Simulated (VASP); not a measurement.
# Rb (Im-3m) in VASP: notebook

The runs below take Rb through relaxation of cell and atoms, relaxation of the atoms, with PBEsol.

Everything below comes from runs of VASP 6.6.1. Logs are shortened: lines on timing, memory, paths and dates and some standing lists are left out, and cuts for length are marked.

## (1) Starting point

It takes space group Im-3m (No. 229, cubic). The conventional cell has a = 5.578 Å, b = 5.578 Å, c = 5.578 Å, α = 90.00°, β = 90.00°, γ = 90.00°.

## (2) Relaxation of cell and atoms, PBEsol

Input file INCAR:

```
PREC = Accurate ; ENCUT = 600
EDIFF = 1E-7 ; ISMEAR = 1
SIGMA = 0.1 ; LREAL = F
LASPH = T ; NELM = 80
ALGO = Normal ; ISIF = 3
LWAVE = F ; LCHARG = F
GGA = PS ; IBRION = 2
NSW = 90 ; EDIFFG = -0.005
```

Input file KPOINTS:

```
Automatic mesh
0
Gamma
  10 10 10
```

Input file POSCAR:

```
Rb                                      
1.0
   -2.7888918178      2.7888918178      2.7888918178
    2.7888918178     -2.7888918178      2.7888918178
    2.7888918178      2.7888918178     -2.7888918178
  Rb            
     1
Direct
     0.0000000000000000    0.0000000000000000    0.0000000000000000
```

Potentials or basis: VASP PAW PBE potentials, release 64 (Rb_sv).

Command:

```sh
$ cat potpaw_PBE.64/Rb_sv/POTCAR > POTCAR
$ mpirun -np 1 vasp_std > vasp.out
```

OUTCAR:

```text
PREC = Accurate
   ENCUT = 600
   EDIFF = 1E-7
   ISMEAR = 1
   LREAL = F
   LASPH = T
   NELM = 80
   ISIF = 3
   GGA = PS
   IBRION = 2
   NSW = 90
   EDIFFG = -0.005

 ion  position               nearest neighbor table
   1  0.000  0.000  0.000-

  LATTYP: Found a body centered cubic cell.
 ALAT       =     5.5777836356

  Lattice vectors:

 A1 = (  -2.7888918178,   2.7888918178,   2.7888918178)
 A2 = (   2.7888918178,  -2.7888918178,   2.7888918178)
 A3 = (   2.7888918178,   2.7888918178,  -2.7888918178)

Analysis of symmetry for initial positions (statically):
=====================================================================
 Subroutine PRICEL returns:
 Original cell was already a primitive cell.

 Routine SETGRP: Setting up the symmetry group for a
 body centered cubic supercell.

 Subroutine GETGRP returns: Found 48 space group operations
 (whereof 48 operations were pure point group operations)
 out of a pool of 48 trial point group operations.

The static configuration has the point symmetry O_h .

Analysis of symmetry for dynamics (positions and initial velocities):
=====================================================================
 Subroutine PRICEL returns:
 Original cell was already a primitive cell.

 Routine SETGRP: Setting up the symmetry group for a
 body centered cubic supercell.

 Subroutine GETGRP returns: Found 48 space group operations
 (whereof 48 operations were pure point group operations)
 out of a pool of 48 trial point group operations.

The dynamic configuration has the point symmetry O_h .

 Subroutine INISYM returns: Found 48 space group operations
 (whereof 48 operations are pure point group operations),
 and found     1 'primitive' translations

----------------------------------------------------------------------------------------

                                     Primitive cell

  volume of cell :      86.7671

  direct lattice vectors                    reciprocal lattice vectors
    -2.788891818  2.788891818  2.788891818     0.000000000  0.179282680  0.179282680
     2.788891818 -2.788891818  2.788891818     0.179282680  0.000000000  0.179282680
     2.788891818  2.788891818 -2.788891818     0.179282680  0.179282680  0.000000000

  length of vectors
     4.830502325  4.830502325  4.830502325     0.253543998  0.253543998  0.253543998

  position of ions in fractional coordinates (direct lattice)
     0.000000000  0.000000000  0.000000000

  ion indices of the primitive-cell ions
   primitive index   ion index
                 1           1

----------------------------------------------------------------------------------------

 KPOINTS: Automatic mesh

Automatic generation of k-mesh.
 Grid dimensions read from file:
 generate k-points for:   10   10   10

 Generating k-lattice:

  Cartesian coordinates                     Fractional coordinates (reciprocal lattice)
     0.000000000  0.017928268  0.017928268     0.100000000  0.000000000  0.000000000
     0.017928268  0.000000000  0.017928268     0.000000000  0.100000000  0.000000000
     0.017928268  0.017928268  0.000000000     0.000000000  0.000000000  0.100000000

  Length of vectors
     0.025354400  0.025354400  0.025354400

  Shift w.r.t. Gamma in fractional coordinates (k-lattice)
     0.000000000  0.000000000  0.000000000

 Subroutine IBZKPT returns following result:
 ===========================================

 Found     47 irreducible k-points:

 Following reciprocal coordinates:
            Coordinates               Weight
  0.000000  0.000000  0.000000      1.000000
  0.100000  0.000000  0.000000     12.000000
  0.200000  0.000000  0.000000     12.000000
  0.300000  0.000000  0.000000     12.000000
  0.400000  0.000000  0.000000     12.000000
  0.500000  0.000000  0.000000      6.000000
[... 16 lines left out ...]
  0.300000  0.300000  0.100000      8.000000
 -0.300000  0.300000  0.100000     24.000000
 [... further k-points ...]
   k-points           NKPTS =     47   k-points in BZ     NKDIM =     47   number of bands    NBANDS=      8
   number of dos      NEDOS =    301   number of ions     NIONS =      1
   total plane-waves  NPLWV =  64000
   dimension x,y,z NGX =    40 NGY =   40 NGZ =   40
   dimension x,y,z NGXF=    80 NGYF=   80 NGZF=   80
   ions per type =               1
   NGX,Y,Z   is equivalent  to a cutoff of  13.77, 13.77, 13.77 a.u.
   NGXF,Y,Z  is equivalent  to a cutoff of  27.53, 27.53, 27.53 a.u.
 SYSTEM =  unknown system
   PREC   = accura    normal or accurate (medium, high low for compatibility)
   ISTART =      0    job   : 0-new  1-cont  2-samecut
   ICHARG =      2    charge: 1-file 2-atom 10-const
   ISPIN  =      1    spin polarized calculation?
   LNONCOLLINEAR =      F non collinear calculations
   LSORBIT =      F    spin-orbit coupling
   LASPH  =      T    aspherical Exc in radial PAW
   ENCUT  =  600.0 eV  44.10 Ry    6.64 a.u.   9.65  9.65  9.65*2*pi/ulx,y,z
   NELM   =     80;   NELMIN=  2; NELMDL= -5     # of ELM steps
   EDIFF  = 0.1E-06   stopping-criterion for ELM
   LREAL  =      F    real-space projection
   EDIFFG = -.5E-02   stopping-criterion for IOM
   NSW    =     90    number of steps for IOM
   IBRION =      2    ionic relax: 0-MD 1-quasi-New 2-CG
   NFREE  =      1    steps in history (QN), initial steepest desc. (CG)
   ISIF   =      3    stress and relaxation
   ISYM   =      2    0-nonsym 1-usesym 2-fastsym
   POTIM  = 0.5000    time-step for ionic-motion
   TEBEG  =    0.0;   TEEND  =   0.0 temperature during run
   PSTRESS=    0.0 pullay stress
   NELECT =       9.0000    total number of electrons
   NUPDOWN=      -1.0000    fix difference up-down
   EMIN   =  10.00;   EMAX   =-10.00  energy-range for DOS
   EFERMI =   0.00;   METHOD = LEGACY
   ISMEAR =     1;   SIGMA  =   0.10  broadening in eV -4-tet -1-fermi 0-gaus
   EFERMI_NEDOS =   21; number of points for ismear=-14 and -15
   IALGO  =     38    algorithm
   IMIX   =      4    mixing-type and parameters
     AMIX     =   0.40;   BMIX     =  1.00
     AMIX_MAG =   1.60;   BMIX_MAG =  1.00
  volume/ion in A,a.u.               =      86.77       585.53
  Fermi-wavevector in a.u.,A,eV,Ry     =   0.769197  1.453571  8.050069  0.591663
  Thomas-Fermi vector in A             =   1.870133
   LORBIT       =      0    0 simple, 1 ext, 2 COOP (PROOUT), +10 PAW based schemes
   GGA     = PS    functional components
   LHFCALC =     F    Hartree Fock is set to
   AEXX    =    0.0000 exact exchange contribution
   IVDW    =     0    specifies the selected vdW correction
   LEPSILON=     F    determine dielectric tensor
   LRPA    =     F    only Hartree local field effects (RPA)
 conjugate gradient relaxation of ions
 non-spin polarized calculation
 Methfessel and Paxton  Order N= 1 SIGMA  =   0.10
  energy-cutoff  :      600.00
  volume of cell :       86.77
 maximum number of plane-waves:      2914
   NGX = 19   NGY = 19   NGZ = 19

 number of electron       9.0000000 magnetization

 Free energy of the ion-electron system (eV)
  ---------------------------------------------------
  ext. energy  EPLUGINS =         0.00000000
  ---------------------------------------------------
  free energy    TOTEN  =        -1.02104674 eV

  energy without entropy =       -1.02023472  energy(sigma->0) =       -1.02077606

 E-fermi :   0.0583     XC(G=0):  -5.6410

 val. band max:        0.0525669346   @ k =  -0.3000   0.4000   0.2000
 cond. band min:       0.1359215349   @ k =  -0.4000   0.4000   0.2000
 fundamental gap:      0.0833546002
 Fermi energy:         0.0582833118

 k-point     1 :       0.0000    0.0000    0.0000
  band No.  band energies     occupation
      1     -28.7790      2.00000
      2     -12.8208      2.00000
      3     -12.8208      2.00000
      4     -12.8208      2.00000
      5      -1.9876      2.00000
      6       3.7759      0.00000
      7       3.7759      0.00000
      8       3.7759      0.00000

 k-point     2 :       0.1000    0.0000    0.0000
  band No.  band energies     occupation
      1     -28.7785      2.00000
      2     -12.8320      2.00000
      3     -12.8245      2.00000
      4     -12.8209      2.00000
      5      -1.8643      2.00000
      6       3.5811      0.00000
      7       3.6081      0.00000
      8       3.8913      0.00000

 k-point     3 :       0.2000    0.0000    0.0000
  band No.  band energies     occupation
      1     -28.7772      2.00000
      2     -12.8610      2.00000
      3     -12.8340      2.00000
      4     -12.8209      2.00000
      5      -1.5063      2.00000
      6       2.9286      0.00000
      7       3.2620      0.00000
      8       4.2319      0.00000

 k-point     4 :       0.3000    0.0000    0.0000
  band No.  band energies     occupation
      1     -28.7755      2.00000
      2     -12.8961      2.00000
      3     -12.8456      2.00000
      4     -12.8209      2.00000
      5      -0.9504      2.00000
      6       2.1581      0.00000
      7       2.9363      0.00000
      8       4.6169      0.00000

 k-point     5 :       0.4000    0.0000    0.0000
  band No.  band energies     occupation
      1     -28.7742      2.00000
      2     -12.9241      2.00000
      3     -12.8550      2.00000
      4     -12.8209      2.00000
      5      -0.2646      2.00005
      6       1.4112     -0.00000
      7       2.7200      0.00000
      8       4.5282      0.00000
[... 177 lines left out ...]
 k-point    22 :      -0.2000    0.2000    0.1000
  band No.  band energies     occupation
      1     -28.7767      2.00000
      2     -12.8609      2.00000
      3     -12.8378      2.00000
      4     -12.8298      2.00000
      5      -1.3892      2.00000
      6       2.9610      0.00000
      7       3.2727      0.00000
      8       3.8030      0.00000

 k-point    23 :       0.3000    0.3000    0.1000
  band No.  band energies     occupation
      1     -28.7734      2.00000
      2     -12.8922      2.00000
      3     -12.8922      2.00000
      4     -12.8444      2.00000
      5       1.2099     -0.00000
      6       1.2099     -0.00000
      7       1.3565     -0.00000
      8       3.4601      0.00000

 k-point    24 :      -0.3000    0.3000    0.1000
  band No.  band energies     occupation
      1     -28.7751      2.00000
      2     -12.8946      2.00000
      3     -12.8496      2.00000
      4     -12.8294      2.00000
      5      -0.8397      2.00000
      6       2.1903      0.00000
      7       2.9826      0.00000
      8       3.8769      0.00000

 [... further k-points ...]

------------------------ aborting loop because EDIFF is reached ----------------------------------------

  FORCE on cell =-STRESS in cart. coord.  units (eV):
  Direction    XX          YY          ZZ          XY          YZ          ZX
  --------------------------------------------------------------------------------------
  -------------------------------------------------------------------------------------
  Total       -0.0029664     -0.0029664     -0.0029664      0.0000000      0.0000000      0.0000000
  in kB       -0.0547753     -0.0547753     -0.0547753      0.0000000      0.0000000      0.0000000
  external PRESSURE =      -0.0547753 kB  Pullay stress =       0.0000000 kB

 VOLUME and BASIS-vectors are now :
 -----------------------------------------------------------------------------
  energy-cutoff  :      600.00
  volume of cell :       86.77
      direct lattice vectors                 reciprocal lattice vectors
    -2.788891818  2.788891818  2.788891818     0.000000000  0.179282680  0.179282680
     2.788891818 -2.788891818  2.788891818     0.179282680  0.000000000  0.179282680
     2.788891818  2.788891818 -2.788891818     0.179282680  0.179282680  0.000000000

 POSITION                                       TOTAL-FORCE (eV/Angst)
 -----------------------------------------------------------------------------------
      0.00000      0.00000      0.00000         0.000000     -0.000000     -0.000000
 -----------------------------------------------------------------------------------
    total drift:                                0.000000      0.000000     -0.000000

  FREE ENERGIE OF THE ION-ELECTRON SYSTEM (eV)
  ---------------------------------------------------
  free  energy   TOTEN  =        -1.0210467372 eV

  energy  without entropy=       -1.0202347173  energy(sigma->0) =       -1.02077606

 reached required accuracy - stopping structural energy minimisation
```

Run time: 30 s. Hardware: 1 thread of Intel Xeon Platinum 8488C (Sapphire Rapids), shared host; peak memory 0.24 GiB.

What came out:

- Free energy: -1.0210 eV
- Pressure after relaxing: 0.0 GPa
- Band gap on the k mesh: none (metal or under the smearing width)

Final structure:
```xyz
1
Lattice="-2.7889 2.7889 2.7889 2.7889 -2.7889 2.7889 2.7889 2.7889 -2.7889" Properties=species:S:1:pos:R:3 pbc="T T T"
Rb    0.0000    0.0000    0.0000
```

Caveat: the relaxation stopped at its first step, so nothing moved; the PAW data sets were made with another functional, which shifts forces and pressure a little.

## (3) Relaxation of the atoms, PBEsol (a relaxed cell with its volume scaled by 0.94)

Input file INCAR:

```
PREC = Accurate ; ENCUT = 600
EDIFF = 1E-7 ; ISMEAR = 1
SIGMA = 0.1 ; LREAL = F
LASPH = T ; NELM = 80
ALGO = Normal ; ISIF = 2
LWAVE = F ; LCHARG = F
GGA = PS ; IBRION = 2
NSW = 40 ; EDIFFG = -0.01
```

KPOINTS is that of step 2.

Input file POSCAR:

```
Rb                                      
1.0
   -2.7319596834      2.7319596834      2.7319596834
    2.7319596834     -2.7319596834      2.7319596834
    2.7319596834      2.7319596834     -2.7319596834
  Rb            
     1
Direct
     0.0000000000000000    0.0000000000000000    0.0000000000000000
```

Potentials or basis: VASP PAW PBE potentials, release 64 (Rb_sv).

Command:

```sh
$ cat potpaw_PBE.64/Rb_sv/POTCAR > POTCAR
$ mpirun -np 1 vasp_std > vasp.out
```

Run time: 40 s. Hardware: 1 thread of Intel Xeon Platinum 8488C (Sapphire Rapids), shared host; peak memory 0.24 GiB.

Results (log left out):

| Property | Result |
| --- | --- |
| Free energy | -1.0180 eV |
| Pressure after relaxing | 0.2 GPa |
| Band gap on the k mesh | none (metal or under the smearing width) |

Final structure:
```xyz
1
Lattice="-2.7320 2.7320 2.7320 2.7320 -2.7320 2.7320 2.7320 2.7320 -2.7320" Properties=species:S:1:pos:R:3 pbc="T T T"
Rb    0.0000    0.0000    0.0000
```

Levels at points of the mesh, in eV from the Fermi level:
| k point | band 3 | band 4 | band 5 | band 6 | band 7 | band 8 |
| --- | --- | --- | --- | --- | --- | --- |
| (0.00, 0.00, 0.00) | -12.84 | -12.84 | -2.14 | 3.77 | 3.77 | 3.77 |
| (0.50, 0.00, 0.00) | -12.89 | -12.84 | 0.20 | 0.86 | 2.59 | 4.49 |
| (0.50, 0.50, 0.50) | -12.94 | -12.94 | 1.17 | 1.17 | 3.53 | 3.53 |

Caveat: the relaxation stopped at its first step, so nothing moved; the PAW data sets were made with another functional, which shifts forces and pressure a little.

## (4) Relaxation of the atoms, PBEsol (a relaxed cell with its volume scaled by 0.96)

INCAR is that of step 3.

KPOINTS is that of step 3.

Input file POSCAR:

```
Rb                                      
1.0
   -2.7511994700      2.7511994700      2.7511994700
    2.7511994700     -2.7511994700      2.7511994700
    2.7511994700      2.7511994700     -2.7511994700
  Rb            
     1
Direct
     0.0000000000000000    0.0000000000000000    0.0000000000000000
```

Command:

```sh
$ cat potpaw_PBE.64/Rb_sv/POTCAR > POTCAR
$ mpirun -np 1 vasp_std > vasp.out
```

Wall time 35 s (1 thread of Intel Xeon Platinum 8488C (Sapphire Rapids), shared host); peak memory 0.24 GiB.

It converged, with:

```yaml
Free_energy: -1.0198 eV
Pressure_after_relaxing: 0.1 GPa
Band_gap_on_the_k_mesh: none (metal or under the smearing width)
```

Final structure:
```cif
data_structure
_symmetry_space_group_name_H-M 'P 1'
_symmetry_Int_Tables_number 1
_cell_length_a 4.7652
_cell_length_b 4.7652
_cell_length_c 4.7652
_cell_angle_alpha 109.471
_cell_angle_beta 109.471
_cell_angle_gamma 109.471
_cell_volume 83.30
loop_
_atom_site_label
_atom_site_type_symbol
_atom_site_fract_x
_atom_site_fract_y
_atom_site_fract_z
_atom_site_occupancy
Rb1 Rb 0.00000 0.00000 0.00000 1
```

Levels at points of the mesh, in eV from the Fermi level:
```
           k point  band 3  band 4  band 5  band 6  band 7  band 8
(0.00, 0.00, 0.00)  -12.86  -12.86   -2.10    3.75    3.75    3.75
(0.50, 0.00, 0.00)  -12.90  -12.86    0.20    0.84    2.59    4.44
(0.50, 0.50, 0.50)  -12.95  -12.95    1.19    1.19    3.47    3.47
```

Caveat: the relaxation stopped at its first step, so nothing moved; the PAW data sets were made with another functional, which shifts forces and pressure a little.

## (5) Relaxation of the atoms, PBEsol (a relaxed cell with its volume scaled by 0.98)

INCAR is that of step 4.

KPOINTS is that of step 4.

Input file POSCAR:

```
Rb                                      
1.0
   -2.7701738591      2.7701738591      2.7701738591
    2.7701738591     -2.7701738591      2.7701738591
    2.7701738591      2.7701738591     -2.7701738591
  Rb            
     1
Direct
     0.0000000000000000    0.0000000000000000    0.0000000000000000
```

Command:

```sh
$ cat potpaw_PBE.64/Rb_sv/POTCAR > POTCAR
$ mpirun -np 1 vasp_std > vasp.out
```

Wall time 40 s (1 thread of Intel Xeon Platinum 8488C (Sapphire Rapids), shared host); peak memory 0.24 GiB.

The run converged. Its results:

```
Free energy             : -1.0208 eV
Pressure after relaxing : 0.1 GPa
Band gap on the k mesh  : none (metal or under the smearing width)
```

Final structure:
```yaml
crystal:
  lattice:
    - [-2.77017, 2.77017, 2.77017]
    - [2.77017, -2.77017, 2.77017]
    - [2.77017, 2.77017, -2.77017]
  atoms:
    - { symbol: Rb, position: [0.00000, 0.00000, 0.00000] }
```

Levels at points of the mesh, in eV from the Fermi level:
| k point | band 3 | band 4 | band 5 | band 6 | band 7 | band 8 |
| --- | --- | --- | --- | --- | --- | --- |
| (0.00, 0.00, 0.00) | -12.87 | -12.87 | -2.07 | 3.73 | 3.73 | 3.73 |
| (0.50, 0.00, 0.00) | -12.91 | -12.87 | 0.21 | 0.82 | 2.59 | 4.40 |
| (0.50, 0.50, 0.50) | -12.95 | -12.95 | 1.21 | 1.21 | 3.41 | 3.41 |

Caveat: the relaxation stopped at its first step, so nothing moved; the PAW data sets were made with another functional, which shifts forces and pressure a little.

(Continued in part 2 of 2.)
